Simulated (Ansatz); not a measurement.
MnS:

```
Mn S
1.0
     0.00000    2.60450    2.60450
     2.60450    0.00000    2.60450
     2.60450    2.60450    0.00000
Mn S
1 1
Direct
  0.00000 0.00000 0.00000
  0.50000 0.50000 0.50000
```

- Program: Ansatz 0.2.0
- Task: relaxation of cell and atoms
- Functional: BLYP
- Dispersion: D3(BJ)
- Potentials or basis: Ansatz PAW
- Cutoff: 420 eV (not typed: the program's choice for these potentials)
- k mesh: 9 × 9 × 9
- Occupations: fermi-dirac, width 0.05 eV
- Spin: collinear spin, ferromagnetic start
- Starting moments: [4.0, 0.0] μB

At the start: volume 17.67 Å³/atom.

**Question.** How do energy, volume and symmetry change on relaxing?

**Answer.** It ends after 11 steps and the volume is 15.82 Å³/atom (-10.4 %); space group Fm-3m (No. 225, to 0.05 Å); moment 4.17 μB per cell.

Step by step:
```csv
step,energy change (eV),largest force (eV/Å),volume (Å³)
1,0.0000,0.0000,35.33
2,-0.0946,0.0000,32.65
3,-0.0987,0.0000,32.49
4,-0.0992,0.0000,32.47
5,-0.1036,0.0000,32.29
6,-0.1166,0.0000,31.69
7,-0.1166,0.0000,31.68
8,-0.1168,0.0000,31.63
9,-0.1168,0.0000,31.65
10,-0.1168,0.0000,31.65
11,-0.1162,0.0000,31.65
```

Final structure:
```yaml
crystal:
  lattice:
    - [0.00000, 2.51052, 2.51052]
    - [2.51052, 0.00000, 2.51052]
    - [2.51052, 2.51052, 0.00000]
  atoms:
    - { symbol: Mn, position: [0.00000, 0.00000, 0.00000] }
    - { symbol: S, position: [0.50000, 0.50000, 0.50000] }
```

Caveat: the plane-wave basis is chosen anew once the cell has moved, so the energies of steps on either side of that aren't comparable; the volume moved by -10 % from the deposited cell, more than functionals usually miss; a cell with one magnetic atom can't hold antiferromagnetic order, which such compounds often take; pairwise dispersion overbinds metals, which lowers pressure and volume; the PAW data sets come from PBE, with cores solved anew for the run's functional, which leaves a small shift of forces and pressure.
